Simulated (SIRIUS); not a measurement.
# GaP (F-43m) in SIRIUS: equation of state

Aim: energy against volume of GaP in PBEsol, for its equilibrium volume and stiffness.

All numbers are computed with SIRIUS 7.12.0; they aren't measurements. Logs are shortened: lines on timing, memory, paths and dates and some standing lists are left out, and cuts for length are marked. The log counts tension as positive stress, the text compression.

**The experiment to reproduce.**

“Phosphorous dimerization in GaP at high pressure”, 2017, arxiv:1709.06667 reports, for a bulk crystal of GaP: bulk modulus 87.5 ± 0.6 GPa.

The results are compared with them further down.

### Step 1. The structure

Symmetry: F-43m, No. 216, cubic system. The conventional cell has a = 5.451 Å, b = 5.451 Å, c = 5.451 Å, α = 90.00°, β = 90.00°, γ = 90.00°. Around Ga (site symmetry -43m) lie 4 P at 2.36 Å. Around P (site symmetry -43m) lie 4 Ga at 2.36 Å.

### Step 2. Single point, PBEsol, 19.03 Å³/atom (volume scaled by 0.94)

Contents of sirius.json:

```json
{
  "control": {
    "processing_unit": "cpu",
    "verbosity": 2,
    "num_bands_to_print": 16,
    "print_forces": true,
    "print_stress": true
  },
  "parameters": {
    "electronic_structure_method": "pseudopotential",
    "xc_functionals": ["XC_GGA_X_PBE_SOL", "XC_GGA_C_PBE_SOL"],
    "gk_cutoff": 9.0,
    "pw_cutoff": 18.0,
    "ngridk": [8, 8, 8],
    "shiftk": [0, 0, 0],
    "smearing": "fermi_dirac",
    "smearing_width": 0.0018374661,
    "num_bands": 16,
    "num_mag_dims": 0,
    "num_dft_iter": 100,
    "energy_tol": 1e-08,
    "density_tol": 1e-06
  },
  "iterative_solver": {
    "type": "davidson",
    "min_tolerance": 1e-10
  },
  "mixer": {
    "type": "anderson",
    "beta": 0.7,
    "max_history": 8
  },
  "settings": {
    "tol_ne": 1e-10,
    "pseudo_grid_cutoff": 6.5
  },
  "unit_cell": {
    "lattice_vectors": [
      [0.0, 5.044845068525, 5.044845068525],
      [5.044845068525, 0.0, 5.044845068525],
      [5.044845068525, 5.044845068525, 0.0]
    ],
    "atom_coordinate_units": "lattice",
    "atom_types": ["Ga", "P"],
    "atom_files": {
      "Ga": "Ga.json",
      "P": "P.json"
    },
    "atoms": {
      "Ga": [
        [0.0, 0.0, 0.0]
      ],
      "P": [
        [0.75, 0.75, 0.75]
      ]
    }
  }
}
```

Potentials or basis: PseudoDojo 0.4.1 PBEsol standard (scalar relativistic).

Launch:

```bash
$ upf_to_json Ga.upf
$ upf_to_json P.upf
$ OMP_NUM_THREADS=1 sirius.scf --input=sirius.json --output=out.json --task=0
```

The program printed:

```text
[info] SIRIUS version : 7.12.0
[info] number of MPI ranks           : 1
[info] MPI grid                      : 1 1
[info] maximum number of OMP threads : 1
[fft] FFT context for density and potential
[fft] =====================================
[fft]   comm size                             : 1
[fft]   plane wave cutoff                     : 18
[fft]   grid size                             : 45 45 45   total : 91125
[fft]   grid limits                           : -22 22   -22 22   -22 22
[fft]   number of G-vectors within the cutoff : 12635
[fft]   local number of G-vectors             : 12635
[fft]   number of G-shells                    : 697
[fft] FFT context for coarse grid
[fft] =====================================
[fft]   comm size                             : 1
[fft]   plane wave cutoff                     : 18
[fft]   grid size                             : 45 45 45   total : 91125
[fft]   grid limits                           : -22 22   -22 22   -22 22
[fft]   number of G-vectors within the cutoff : 12635
[fft]   local number of G-vectors             : 12635
[fft]   number of G-shells                    : 697
[unit cell] lattice vectors
[unit cell]   a1 :       0.0000000000      5.0448450685      5.0448450685
[unit cell]   a2 :       5.0448450685      0.0000000000      5.0448450685
[unit cell]   a3 :       5.0448450685      5.0448450685      0.0000000000
[unit cell] reciprocal lattice vectors
[unit cell]   b1 :      -0.6227332279      0.6227332279      0.6227332279
[unit cell]   b2 :       0.6227332279     -0.6227332279      0.6227332279
[unit cell]   b3 :       0.6227332279      0.6227332279     -0.6227332279
[unit cell] unit cell volume :       256.78727306 [a.u.^3]
[unit cell] 1/sqrt(omega)    :         0.06240412
[unit cell] MT volume        :         0.00000000 ( 0.00%)
[unit cell] IT volume        :       256.78727306 (100.00%)
[unit cell] number of atom types : 2
[unit cell] type id : 0 symbol : Ga mt_radius :  19.010000 num_atoms : 1
[unit cell] type id : 1 symbol :  P mt_radius :  12.970000 num_atoms : 1
[unit cell] total number of atoms : 2
[unit cell] number of symmetry classes : 2
[unit cell] number of PAW atoms : 0
[unit cell] atom id  type id  class id             position                      vector_field
[unit cell] ------------------------------------------------------------------------------------------
[unit cell]      0        0        0      0.00000   0.00000   0.00000      0.00000   0.00000   0.00000
[unit cell]      1        1        1      0.75000   0.75000   0.75000      0.00000   0.00000   0.00000
[unit cell] atom id         position (Cartesian, a.u.)
[unit cell] ---------------------------------------------
[unit cell]      0       0.000000    0.000000    0.000000
[unit cell]      1       7.567268    7.567268    7.567268
[unit cell] class id : 0 atom id : 0
[unit cell] class id : 1 atom id : 1
[unit cell] minimum bond length:     4.368964
[unit cell] total number of pseudo wave-functions: 13
[sym] space group number   : 216
[sym] international symbol : F-43m
[sym] Hall symbol          : F -4 2 3
[sym] space group transformation matrix :
[sym]   0.0000  0.5000  0.5000
[sym]  -0.5000 -0.5000  0.0000
[sym]   0.5000  0.0000  0.5000
[sym] space group origin shift :
[sym]   0.0000  0.0000  0.0000
[sym] number of space group operations  : 24
[sym] number of magnetic group operations : 24
[sym] metric tensor error: 0.0000e+00
[sym] rotation matrix error: 0.0000e+00
[sym] symmetry operations
[... list of symmetry operations ...]
[... 202 lines left out ...]
[find] | SCF iteration   3 out of 100|
[diagonalize] iterative solver tolerance (occupied, empty): 0.00117809 0.00117809
[diagonalize] average number of iterations: 1.55172
[find] Total energy                   :     -83.30089822 (Ha),    -166.60179644 (Ry)
[find] Free energy (E-TS)             :     -83.30089822 (Ha),    -166.60179644 (Ry)
[find] band gap (eV)                  :       1.38976531
[find] Efermi                         :       0.33197500
[find] iteration : 3, RMS (target) : 1.3828e-03 (1.0000e-06) , energy difference (target) : -1.2806e-04 (1.0000e-08)
[find] | SCF iteration   4 out of 100|
[diagonalize] iterative solver tolerance (occupied, empty): 0.000138279 0.000138279
[diagonalize] average number of iterations: 5.51724
[find] Total energy                   :     -83.30091534 (Ha),    -166.60183068 (Ry)
[... 52 lines left out ...]
[find] | SCF iteration  11 out of 100|
[diagonalize] iterative solver tolerance (occupied, empty): 2.68183e-07 2.68183e-07
[diagonalize] average number of iterations: 2
[find] Total energy                   :     -83.30092110 (Ha),    -166.60184220 (Ry)
[find] Free energy (E-TS)             :     -83.30092110 (Ha),    -166.60184220 (Ry)
[find] band gap (eV)                  :       1.38420989
[find] Efermi                         :       0.33209392
[find] iteration : 11, RMS (target) : 2.7518e-06 (1.0000e-06) , energy difference (target) : -1.6498e-09 (1.0000e-08)
[find] bands are converged : true
[find] iterative solver converged : false
[find] +------------------------------+
[find] | SCF iteration  12 out of 100|
[find] +------------------------------+
[diagonalize] iterative solver tolerance (occupied, empty): 1.34092e-07 1.34092e-07
[diagonalize] average number of iterations: 1.62069
[diagonalize] Lowest band energies
[diagonalize] ik:    0   -0.232932   -0.232932   -0.232932   -0.228519   -0.228519   -0.170690    0.307273    0.307273    0.307273    0.389869    0.447045    0.447045    0.447045    0.632678    0.666634    0.666634
[diagonalize] ik:    1   -0.233620   -0.232721   -0.232721   -0.228523   -0.228523   -0.162565    0.245828    0.297821    0.297821    0.406453    0.461063    0.461063    0.474484    0.642045    0.642045    0.667303
[diagonalize] ik:    2   -0.235057   -0.232271   -0.232271   -0.228466   -0.228466   -0.139561    0.158043    0.280403    0.280403    0.391020    0.480303    0.480303    0.548900    0.635358    0.635359    0.670890
[diagonalize] ik:    3   -0.236292   -0.231932   -0.231932   -0.228294   -0.228294   -0.107005    0.083036    0.267133    0.267133    0.377126    0.480468    0.480468    0.604212    0.674341    0.682514    0.682514
[diagonalize] ik:    4   -0.236765   -0.231829   -0.231829   -0.228183   -0.228183   -0.086271    0.047727    0.262389    0.262389    0.372244    0.477101    0.477101    0.608340    0.718560    0.739895    0.739896
[diagonalize] ...
[diagonalize] ik:   24   -0.237338   -0.230951   -0.230569   -0.229551   -0.227848   -0.077511    0.084774    0.183649    0.206409    0.406725    0.432153    0.551743    0.643804    0.684032    0.772766    0.798690
[diagonalize] ik:   25   -0.237358   -0.231146   -0.230423   -0.229293   -0.228045   -0.054975    0.059722    0.157284    0.198912    0.422479    0.488300    0.536754    0.611847    0.670675    0.769116    0.800567
[diagonalize] ik:   26   -0.237097   -0.231398   -0.230617   -0.229028   -0.228230   -0.062748    0.068016    0.151090    0.213331    0.439207    0.510846    0.514646    0.606336    0.642877    0.706047    0.860535
[diagonalize] ik:   27   -0.237816   -0.230557   -0.230272   -0.229658   -0.227776   -0.047624    0.050155    0.179716    0.182083    0.402412    0.412533    0.626591    0.630203    0.746020    0.750705    0.812407
[diagonalize] ik:   28   -0.237366   -0.231202   -0.230281   -0.229231   -0.228138   -0.045352    0.054849    0.162879    0.168171    0.476789    0.494206    0.528289    0.534868    0.749836    0.750357    0.824074
[find] Charges and magnetic moments
[find] --------------------------------------------------------------------------------
[find] total charge          : 18.000000
[find] Energy
[find] --------------------------------------------------------------------------------
[find] valence_eval_sum               :      -1.42852508
[find] <rho|V^{XC}>                   :     -15.71209124
[find] <rho|E^{XC}>                   :     -22.79465251
[find] <mag|B^{XC}>                   :       0.00000000
[find] <rho|V^{H}>                    :      51.09152020
[find] one-electron contribution      :     -36.80795404 (Ha),     -73.61590808 (Ry)
[find] hartree contribution           :      25.54576010
[find] xc contribution                :     -22.79465251
[find] ewald contribution             :     -49.24407514
[find] PAW contribution               :       0.00000000
[find] smearing (-TS)                 :      -0.00000000
[find] SCF correction                 :       0.00000049
[find] Total energy                   :     -83.30092110 (Ha),    -166.60184220 (Ry)
[find] Free energy (E-TS)             :     -83.30092110 (Ha),    -166.60184220 (Ry)
[find] band gap (eV)                  :       1.38420096
[find] Efermi                         :       0.33209400
[find] iteration : 12, RMS (target) : 7.5748e-07 (1.0000e-06) , energy difference (target) : -4.6511e-10 (1.0000e-08)
[find] bands are converged : true
[find] iterative solver converged : false
[find] converged after 13 SCF iterations!
[find] Charges and magnetic moments
[find] --------------------------------------------------------------------------------
[find] total charge          : 18.000000
[find] Energy
[find] --------------------------------------------------------------------------------
[find] valence_eval_sum               :      -1.42852508
[find] <rho|V^{XC}>                   :     -15.71209124
[find] <rho|E^{XC}>                   :     -22.79465251
[find] <mag|B^{XC}>                   :       0.00000000
[find] <rho|V^{H}>                    :      51.09152020
[find] one-electron contribution      :     -36.80795404 (Ha),     -73.61590808 (Ry)
[find] hartree contribution           :      25.54576010
[find] xc contribution                :     -22.79465251
[find] ewald contribution             :     -49.24407514
[find] PAW contribution               :       0.00000000
[find] smearing (-TS)                 :      -0.00000000
[find] SCF correction                 :       0.00000049
[find] Total energy                   :     -83.30092110 (Ha),    -166.60184220 (Ry)
[find] Free energy (E-TS)             :     -83.30092110 (Ha),    -166.60184220 (Ry)
[find] band gap (eV)                  :       1.38420096
[find] Efermi                         :       0.33209400
[ground_state] === stress tensor components [kbar] ===
[ground_state] === stress_kin ===
[ground_state] -49801.712306    0.000000    0.000000
[ground_state]     0.000000-49801.712306    0.000000
[ground_state]     0.000000    0.000000-49801.712306
[ground_state] === stress_har ===
[ground_state] -9756.222247    0.000000    0.000000
[ground_state]     0.000000-9756.222247    0.000000
[ground_state]     0.000000    0.000000-9756.222247
[ground_state] === stress_ewald ===
[ground_state] 18806.883787    0.000000    0.000000
[ground_state]     0.00000018806.883787    0.000000
[ground_state]     0.000000    0.00000018806.883787
[ground_state] === stress_vloc ===
[ground_state]  1771.255320    0.000000    0.000000
[ground_state]     0.000000 1771.255320    0.000000
[ground_state]     0.000000    0.000000 1771.255320
[ground_state] === stress_xc ===
[ground_state] -7961.958547    0.000000    0.000000
[ground_state]     0.000000-7961.958547   -0.000000
[ground_state]     0.000000   -0.000000-7961.958547
[ground_state] === stress_core ===
[ground_state] 14051.309199    0.000000    0.000000
[ground_state]     0.00000014051.309199    0.000000
[ground_state]     0.000000    0.00000014051.309199
[ground_state] === stress_nonloc ===
[ground_state] 32836.965582   -0.000000    0.000000
[ground_state]    -0.00000032836.965582    0.000000
[ground_state]     0.000000    0.00000032836.965582
[ground_state] === stress_us_nl ===
[ground_state] 32836.965582   -0.000000    0.000000
[ground_state]    -0.00000032836.965582    0.000000
[ground_state]     0.000000    0.00000032836.965582
[ground_state] === stress_total ===
[ground_state]   -53.479212   -0.000000    0.000000
[ground_state]    -0.000000  -53.479212    0.000000
[ground_state]     0.000000    0.000000  -53.479212
[ground_state] ==== total Forces in Ha/bohr =====
[ground_state] atom:    0, force:       0.0000000      0.0000000      0.0000000
[... 14 lines left out ...]
[ground_state] atom:    0, force:       0.0000000      0.0000000      0.0000000
[ground_state] atom:    1, force:       0.0000000      0.0000000      0.0000000
[~DFT_ground_state] local op. applied: 13362
[~DFT_ground_state] evp. work count: 3492.98
[~DFT_ground_state] number of iterative solver steps: 884
```

Wall time 40 s (1 thread of Intel Xeon Platinum 8259CL at 2.50GHz (Skylake/Cascade Lake), shared host); peak memory 0.28 GiB.

What came out:

```yaml
Free_energy: -2266.7335 eV
Pressure: 5.3 GPa
Band_gap_on_the_k_mesh: 1.38 eV
```

### Step 3. Single point, PBEsol, 19.43 Å³/atom (volume scaled by 0.96)

sirius.json, as its differences from that of step 2:

```diff
@@ -38,5 +38,5 @@
     "lattice_vectors": [
-      [0.0, 5.044845068525, 5.044845068525],
-      [5.044845068525, 0.0, 5.044845068525],
-      [5.044845068525, 5.044845068525, 0.0]
+      [0.0, 5.080373316932, 5.080373316932],
+      [5.080373316932, 0.0, 5.080373316932],
+      [5.080373316932, 5.080373316932, 0.0]
     ],
```

Potentials or basis: PseudoDojo 0.4.1 PBEsol standard (scalar relativistic).

Launch:

```bash
$ upf_to_json Ga.upf
$ upf_to_json P.upf
$ OMP_NUM_THREADS=1 sirius.scf --input=sirius.json --output=out.json --task=0
```

Run time: 50 s. Hardware: 1 thread of Intel Xeon Platinum 8259CL at 2.50GHz (Skylake/Cascade Lake), shared host; peak memory 0.29 GiB.

The run converged. Its results:

| Quantity | Value |
| --- | --- |
| Free energy | -2266.7551 eV |
| Pressure | 3.2 GPa |
| Band gap on the k mesh | 1.43 eV |

### Step 4. Single point, PBEsol, 19.84 Å³/atom (volume scaled by 0.98)

sirius.json, as its differences from that of step 3:

```diff
@@ -38,5 +38,5 @@
     "lattice_vectors": [
-      [0.0, 5.080373316932, 5.080373316932],
-      [5.080373316932, 0.0, 5.080373316932],
-      [5.080373316932, 5.080373316932, 0.0]
+      [0.0, 5.115411481497, 5.115411481497],
+      [5.115411481497, 0.0, 5.115411481497],
+      [5.115411481497, 5.115411481497, 0.0]
     ],
```

Launch:

```bash
$ upf_to_json Ga.upf
$ upf_to_json P.upf
$ OMP_NUM_THREADS=1 sirius.scf --input=sirius.json --output=out.json --task=0
```

Wall time 47 s (1 thread of Intel Xeon Platinum 8259CL at 2.50GHz (Skylake/Cascade Lake), shared host); peak memory 0.3 GiB.

It converged, with:

* Free energy: -2266.7662 eV
* Pressure: 1.2 GPa
* Band gap on the k mesh: 1.48 eV

### Step 5. Single point, PBEsol, 20.65 Å³/atom (volume scaled by 1.02)

sirius.json, as its differences from that of step 4:

```diff
@@ -38,5 +38,5 @@
     "lattice_vectors": [
-      [0.0, 5.115411481497, 5.115411481497],
-      [5.115411481497, 0.0, 5.115411481497],
-      [5.115411481497, 5.115411481497, 0.0]
+      [0.0, 5.184082917174, 5.184082917174],
+      [5.184082917174, 0.0, 5.184082917174],
+      [5.184082917174, 5.184082917174, 0.0]
     ],
```

Launch:

```bash
$ upf_to_json Ga.upf
$ upf_to_json P.upf
$ OMP_NUM_THREADS=1 sirius.scf --input=sirius.json --output=out.json --task=0
```

Wall time 50 s (1 thread of Intel Xeon Platinum 8259CL at 2.50GHz (Skylake/Cascade Lake), shared host); peak memory 0.3 GiB.

It converged, with:

```
Free energy            : -2266.7616 eV
Pressure               : -2.1 GPa
Band gap on the k mesh : 1.52 eV
```

### Step 6. Single point, PBEsol, 21.05 Å³/atom (volume scaled by 1.04)

sirius.json, as its differences from that of step 5:

```diff
@@ -38,5 +38,5 @@
     "lattice_vectors": [
-      [0.0, 5.184082917174, 5.184082917174],
-      [5.184082917174, 0.0, 5.184082917174],
-      [5.184082917174, 5.184082917174, 0.0]
+      [0.0, 5.217746736653, 5.217746736653],
+      [5.217746736653, 0.0, 5.217746736653],
+      [5.217746736653, 5.217746736653, 0.0]
     ],
```

Potentials or basis: PseudoDojo 0.4.1 PBEsol standard (scalar relativistic).

Launch:

```bash
$ upf_to_json Ga.upf
$ upf_to_json P.upf
$ OMP_NUM_THREADS=1 sirius.scf --input=sirius.json --output=out.json --task=0
```

Run time: 49 s. Hardware: 1 thread of Intel Xeon Platinum 8259CL at 2.50GHz (Skylake/Cascade Lake), shared host; peak memory 0.3 GiB.

The run converged. Its results:

```
Free energy            : -2266.7476 eV
Pressure               : -3.5 GPa
Band gap on the k mesh : 1.42 eV
```

### Step 7. Single point, PBEsol, 21.45 Å³/atom (volume scaled by 1.06)

sirius.json, as its differences from that of step 6:

```diff
@@ -38,5 +38,5 @@
     "lattice_vectors": [
-      [0.0, 5.217746736653, 5.217746736653],
-      [5.217746736653, 0.0, 5.217746736653],
-      [5.217746736653, 5.217746736653, 0.0]
+      [0.0, 5.250981688267, 5.250981688267],
+      [5.250981688267, 0.0, 5.250981688267],
+      [5.250981688267, 5.250981688267, 0.0]
     ],
```

Launch:

```bash
$ upf_to_json Ga.upf
$ upf_to_json P.upf
$ OMP_NUM_THREADS=1 sirius.scf --input=sirius.json --output=out.json --task=0
```

It took 49 s on 1 thread of Intel Xeon Platinum 8259CL at 2.50GHz (Skylake/Cascade Lake), shared host; peak memory 0.3 GiB.

Results (log left out):

| Item | Value |
| --- | --- |
| Free energy | -2266.7269 eV |
| Pressure | -4.7 GPa |
| Band gap on the k mesh | 1.27 eV |

### Step 8. Equation of state, PBEsol

No new run: the results of the series are fitted here.

Results:

| Property | Result |
| --- | --- |
| Equilibrium volume | 20.12 Å³/atom |
| Bulk modulus | 85 GPa |
| Pressure derivative of the bulk modulus | 4.5 |

Energy against volume, from the lowest point:
```
volume (Å³/atom)  energy (meV/atom)
          19.026              17.27
          19.431               6.50
          19.836               0.92
          20.240               0.00
          20.645               3.25
          21.050              10.24
          21.455              20.58
```

### Step 9. How close it comes

Step 8. Against the measured bulk modulus of GaP, 87.5 GPa (“Phosphorous dimerization in GaP at high pressure”, 2017, arxiv:1709.06667), the calculated 85 GPa is off by -3.3 %. The fit is for a static lattice scaled at fixed shape and fixed fractional positions.
